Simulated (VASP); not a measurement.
**BN in VASP: one cell, several levels of theory**

Aim: gap, levels, forces and stress of rocksalt BN, under -1.0 % equal strain in all directions at fixed geometry. Runs: PBE, r2SCAN. This is a trial cell built on a prototype, not taken from a measured structure, and it needn't be the compound's ground state.

Program: VASP 6.6.1. PAW datasets, plane waves. Simulation only: spin-unpolarised, and no claim that this is the phase found in nature.

## 1. The cell

The cell comes from an earlier relaxation with r2SCAN in another program.

The symmetry is Fm-3m (No. 225, cubic); a = 3.457 Å in the conventional setting, 5.16 Å³ an atom. Around B lie 6 N at 1.73 Å; around N lie 6 B at 1.73 Å.

Coordinates:

```cif
data_structure
_symmetry_space_group_name_H-M 'P 1'
_symmetry_Int_Tables_number 1
_cell_length_a 2.4443
_cell_length_b 2.4443
_cell_length_c 2.4443
_cell_angle_alpha 60.000
_cell_angle_beta 60.000
_cell_angle_gamma 60.000
_cell_volume 10.33
loop_
_atom_site_label
_atom_site_type_symbol
_atom_site_fract_x
_atom_site_fract_y
_atom_site_fract_z
_atom_site_occupancy
B1 B 0.00000 0.00000 0.00000 1
N1 N 0.50000 0.50000 0.50000 1
```

## 2. PBE

Input file INCAR:

```
ENCUT = 520.000000
SIGMA = 0.020000
EDIFF = 1.00e-07
GGA = PE
PREC = Accurate
IBRION = -1
ISIF = 2
ISMEAR = -1
NBANDS = 11
NELM = 120
NSW = 0
LASPH = .TRUE.
LCHARG = .FALSE.
LWAVE = .FALSE.
LREAL = .FALSE.
```

Input file KPOINTS:

```
KPOINTS created by Atomic Simulation Environment
0
Gamma
12 12 12
0 0 0
```

Input file KPOINTS_OPT:

```
special points
8
Reciprocal
0.0000000000 0.0000000000 0.0000000000 1
0.5000000000 0.0000000000 0.5000000000 1
0.6250000000 0.2500000000 0.6250000000 1
0.3750000000 0.3750000000 0.7500000000 1
0.5000000000 0.5000000000 0.5000000000 1
0.5000000000 0.2500000000 0.7500000000 1
0.0000000000 0.1666670000 -0.1666670000 1
0.0000000000 0.5000000000 0.5000000000 1
```

Input file POSCAR:

```
B  N
 1.0000000000000000
     0.0000000000000000    1.7283676755999999    1.7283676755999999
     1.7283676755999999    0.0000000000000000    1.7283676755999999
     1.7283676755999999    1.7283676755999999    0.0000000000000000
 B   N
   1   1
Cartesian
  0.0000000000000000  0.0000000000000000  0.0000000000000000
  1.7283676755999999  1.7283676755999999  1.7283676755999999
```

Potentials: the recommended PBE PAW datasets, 8 valence electrons in the neutral cell.

On the command line:

```
$ mpirun -np 1 vasp_std
```

Printed to the terminal (iteration lines stand in OSZICAR):

```text
POSCAR found type information on POSCAR B N
 POSCAR found :  2 types and       2 ions
 LDA part: xc-table for (Slater+PW92), standard interpolation
 POSCAR, INCAR and KPOINTS ok, starting setup
 FFT: planning ... GRIDC
 FFT: planning ... GRID_SOFT
 FFT: planning ... GRID
 WAVECAR not read
 entering main loop
 Start KPOINTS_OPT (optional k-point list driver)
k-point batch [1-8\8]
```

OSZICAR:

```text
N       E                     dE             d eps       ncg     rms          rms(c)
DAV:   1     0.125222175402E+02    0.12522E+02   -0.48888E+03  1624   0.724E+02
DAV:   2    -0.142515501343E+02   -0.26774E+02   -0.25566E+02  1872   0.160E+02
DAV:   3    -0.147589532106E+02   -0.50740E+00   -0.50635E+00  1887   0.183E+01
DAV:   4    -0.147593969929E+02   -0.44378E-03   -0.44377E-03  1737   0.603E-01
DAV:   5    -0.147593971868E+02   -0.19388E-06   -0.19386E-06  1872   0.131E-02    0.641E+00
DAV:   6    -0.139158907631E+02    0.84351E+00   -0.40645E+00  1725   0.106E+01    0.247E+00
DAV:   7    -0.139201617190E+02   -0.42710E-02   -0.85856E-02  1728   0.244E+00    0.162E+00
DAV:   8    -0.139241605047E+02   -0.39988E-02   -0.74503E-03  1686   0.651E-01    0.296E-01
DAV:   9    -0.139239123154E+02    0.24819E-03   -0.10714E-03  1733   0.176E-01    0.792E-02
DAV:  10    -0.139239182188E+02   -0.59035E-05   -0.34105E-05  1737   0.462E-02    0.529E-03
DAV:  11    -0.139239188813E+02   -0.66250E-06   -0.38925E-07  1785   0.555E-03    0.309E-03
DAV:  12    -0.139239188472E+02    0.34128E-07   -0.18608E-08   969   0.137E-03
   1 F= -.13923919E+02 E0= -.13923919E+02  d E =-.472124E-14
       N       E                     dE             ncg
DAV:   1     0.130622577650E+04   -0.25997E+04      176
DAV:   2     0.108686996392E+04   -0.21936E+03      211
DAV:   3     0.108320945060E+04   -0.36605E+01      212
DAV:   4     0.108320712104E+04   -0.23296E-02      194
DAV:   5     0.108320712013E+04   -0.91398E-06      200
DAV:   6     0.108320712013E+04   -0.44042E-09      194
```

The lines after F= are the extra pass for the points of KPOINTS_OPT, at fixed density; their E is not a total energy.

OUTCAR, selected sections:

```text
k-points           NKPTS =     72   k-points in BZ     NKDIM =     72   number of bands    NBANDS=     11

   NELECT =       8.0000    total number of electrons

   dimension x,y,z NGX =    18 NGY =   18 NGZ =   18
   dimension x,y,z NGXF=    36 NGYF=   36 NGZF=   36

  energy-cutoff  :      520.00
  volume of cell :       10.33
      direct lattice vectors                 reciprocal lattice vectors
     0.000000000  1.728367676  1.728367676    -0.289290298  0.289290298  0.289290298
     1.728367676  0.000000000  1.728367676     0.289290298 -0.289290298  0.289290298
     1.728367676  1.728367676  0.000000000     0.289290298  0.289290298 -0.289290298

 k-points in reciprocal lattice and weights: KPOINTS created by Atomic Simulation Env
   0.00000000  0.00000000  0.00000000       0.001
   0.08333333  0.00000000  0.00000000       0.005
   0.16666667  0.00000000  0.00000000       0.005
   0.25000000  0.00000000  0.00000000       0.005
   0.33333333  0.00000000  0.00000000       0.005
   0.41666667  0.00000000  0.00000000       0.005
   0.50000000  0.00000000  0.00000000       0.002
   0.08333333  0.08333333  0.00000000       0.003
[... 64 more k-points ...]

 E-fermi :  11.4585

 k-point     1 :       0.0000    0.0000    0.0000
  band No.  band energies     occupation
      1     -12.0878      2.00000
      2       9.9432      2.00000
      3       9.9432      2.00000
      4       9.9432      2.00000
      5      20.7110      0.00000
      6      23.2444      0.00000
      7      23.2444      0.00000
      8      23.2444      0.00000
      9      29.6010      0.00000
     10      29.6010      0.00000
     11      29.6010      0.00000

 k-point     2 :       0.0833    0.0000    0.0000
  band No.  band energies     occupation
      1     -11.8881      2.00000
      2       9.0926      2.00000
      3       9.9259      2.00000
      4       9.9259      2.00000
      5      20.8977      0.00000
      6      22.5471      0.00000
      7      22.5471      0.00000
      8      23.1302      0.00000
      9      28.9767      0.00000
     10      30.1106      0.00000
     11      30.1106      0.00000

 k-point     3 :       0.1667    0.0000    0.0000
  band No.  band energies     occupation
      1     -11.2939      2.00000
      2       6.9681      2.00000
      3       9.8978      2.00000
      4       9.8978      2.00000
      5      20.6864      0.00000
      6      20.9488      0.00000
      7      20.9488      0.00000
      8      23.3806      0.00000
      9      28.6998      0.00000
     10      31.5521      0.00000
     11      31.5521      0.00000

 k-point     4 :       0.2500    0.0000    0.0000
  band No.  band energies     occupation
      1     -10.3233      2.00000
      2       4.2742      2.00000
      3       9.9091      2.00000
      4       9.9091      2.00000
      5      19.1608      0.00000
      6      19.1608      0.00000
      7      19.8622      0.00000
      8      24.1000      0.00000
      9      29.4440      0.00000
     10      33.8037      0.00000
     11      33.8037      0.00000

 k-point     5 :       0.3333    0.0000    0.0000
  band No.  band energies     occupation
      1      -9.0271      2.00000
      2       1.5181      2.00000
      3       9.9908      2.00000
      4       9.9908      2.00000
      5      17.6008      0.00000
      6      17.6008      0.00000
      7      19.0792      0.00000
      8      24.6823      0.00000
      9      30.9850      0.00000
     10      36.7536      0.00000
     11      36.7536      0.00000

 k-point     6 :       0.4167    0.0000    0.0000
  band No.  band energies     occupation
      1      -7.5814      2.00000
      2      -0.8794      2.00000
      3      10.1112      2.00000
      4      10.1112      2.00000
      5      16.5243      0.00000
      6      16.5243      0.00000
      7      18.5734      0.00000
      8      25.0074      0.00000
      9      32.8562      0.00000
     10      40.2449      0.00000
     11      40.2449      0.00000

 k-point     7 :       0.5000    0.0000    0.0000
  band No.  band energies     occupation
      1      -6.7439      2.00000
      2      -2.0456      2.00000
      3      10.1725      2.00000
      4      10.1725      2.00000
      5      16.1338      0.00000
      6      16.1338      0.00000
      7      18.4011      0.00000
      8      25.1093      0.00000
      9      33.9390      0.00000
     10      39.6760      0.00000
     11      43.2487      0.00000

 k-point     8 :       0.0833    0.0833    0.0000
  band No.  band energies     occupation
      1     -11.8212      2.00000
      2       9.4829      2.00000
      3       9.4829      2.00000
      4       9.6623      2.00000
      5      20.8984      0.00000
      6      21.5965      0.00000
      7      23.2418      0.00000
      8      23.2418      0.00000
      9      27.7228      0.00000
     10      30.9178      0.00000
     11      30.9178      0.00000

 k-point     9 :       0.1667    0.0833    0.0000
  band No.  band energies     occupation
      1     -11.3576      2.00000
      2       7.8123      2.00000
      3       9.0917      2.00000
      4       9.9206      2.00000
      5      19.5176      0.00000
      6      21.4562      0.00000
      7      22.6543      0.00000
      8      23.3106      0.00000
      9      26.9935      0.00000
     10      32.1444      0.00000
     11      32.5435      0.00000

 k-point    10 :       0.2500    0.0833    0.0000
  band No.  band energies     occupation
      1     -10.5094      2.00000
      2       5.2913      2.00000
      3       8.8477      2.00000
      4      10.0559      2.00000
      5      17.8478      0.00000
      6      20.8163      0.00000
      7      21.2574      0.00000
      8      23.9650      0.00000
      9      27.5533      0.00000
     10      33.7224      0.00000
     11      34.8509      0.00000

 k-point    11 :       0.3333    0.0833    0.0000
  band No.  band energies     occupation
      1      -9.3130      2.00000
      2       2.5439      2.00000
      3       8.8194      2.00000
      4       9.9554      2.00000
      5      16.5855      0.00000
      6      19.6553      0.00000
      7      20.0027      0.00000
      8      24.7074      0.00000
      9      29.0637      0.00000
     10      35.9054      0.00000
     11      37.7770      0.00000

 k-point    12 :       0.4167    0.0833    0.0000
  band No.  band energies     occupation
      1      -7.8806      2.00000
      2      -0.0100      2.00000
      3       9.0352      2.00000
      4       9.6094      2.00000
      5      15.9637      0.00000
      6      18.2033      0.00000
      7      19.4413      0.00000
      8      25.1707      0.00000
      9      31.2078      0.00000
     10      38.3491      0.00000
     11      41.1858      0.00000

 k-point    13 :       0.5000    0.0833    0.0000
  band No.  band energies     occupation
      1      -6.6852      2.00000
      2      -1.7410      2.00000
      3       9.1103      2.00000
      4       9.4692      2.00000
      5      16.0174      0.00000
      6      17.1011      0.00000
      7      19.2275      0.00000
      8      25.3610      0.00000
      9      33.2899      0.00000
     10      38.2985      0.00000
     11      42.8897      0.00000

 k-point    14 :      -0.4167    0.0833    0.0000
  band No.  band energies     occupation
      1      -6.9907      2.00000
      2      -1.3244      2.00000
      3       8.6342      2.00000
      4      10.0144      2.00000
      5      16.5134      0.00000
      6      16.6201      0.00000
      7      19.3897      0.00000
      8      25.3105      0.00000
      9      33.1364      0.00000
     10      38.7962      0.00000
     11      39.9505      0.00000

 k-point    15 :      -0.3333    0.0833    0.0000
  band No.  band energies     occupation
      1      -8.3722      2.00000
      2       0.8030      2.00000
      3       8.3255      2.00000
      4      10.4729      2.00000
      5      16.6221      0.00000
      6      17.6043      0.00000
      7      19.9397      0.00000
      8      25.0035      0.00000
      9      31.2013      0.00000
     10      36.4576      0.00000
     11      39.9325      0.00000

 k-point    16 :      -0.2500    0.0833    0.0000
  band No.  band energies     occupation
      1      -9.7486      2.00000
      2       3.4694      2.00000
      3       8.2543      2.00000
      4      10.6680      2.00000
      5      17.5219      0.00000
      6      18.8082      0.00000
      7      20.8467      0.00000
      8      24.3882      0.00000
      9      29.4300      0.00000
     10      33.5749      0.00000
     11      37.2925      0.00000

[... the tables of k-points 17 to 72 left out ...]

  Total        1.0666801      1.0666801      1.0666801      0.0000000      0.0000000     -0.0000000
  in kB      165.5031847    165.5031847    165.5031847      0.0000000      0.0000000     -0.0000000
  external PRESSURE =     165.5031847 kB  Pullay stress =       0.0000000 kB

 POSITION                                       TOTAL-FORCE (eV/Angst)
 -----------------------------------------------------------------------------------
      0.00000      0.00000      0.00000        -0.000000      0.000000     -0.000000
      1.72837      1.72837      1.72837         0.000000     -0.000000      0.000000
 -----------------------------------------------------------------------------------
    total drift:                               -0.000000     -0.000000     -0.000000

  FREE ENERGIE OF THE ION-ELECTRON SYSTEM (eV)
  ---------------------------------------------------
  free  energy   TOTEN  =       -13.9239188472 eV

  energy  without entropy=      -13.9239188472  energy(sigma->0) =      -13.92391885
```

It took 6.4 s on 1 MPI rank of Intel Xeon Platinum 8488C, shared host; peak memory 0.12 GiB.

The levels at the points of KPOINTS_OPT are read from vasprun.xml.

Levels at the named points, in eV from the top of band v (v: the last filled band by count, c: the next):

```
point    v−1      v     c    c+1
    Γ  -0.95  -0.95  9.82  12.35
    X  -5.87  -5.87  1.42   8.73
    U  -9.22  -4.58  3.43  11.50
    K  -9.22  -4.58  3.43  11.50
    L  -0.72  -0.72  5.24   5.24
    W  -9.85  -7.15  7.39   8.00
```

PBE gives an indirect gap of 1.42 eV, from (0.00, 0.17, -0.17) to (0.50, 0.50, 0.00); the least direct gap is 5.96 eV. Pressure: 16.55 GPa; the forces vanish within 0.01 eV/Å.

[end of part 1 of 2]
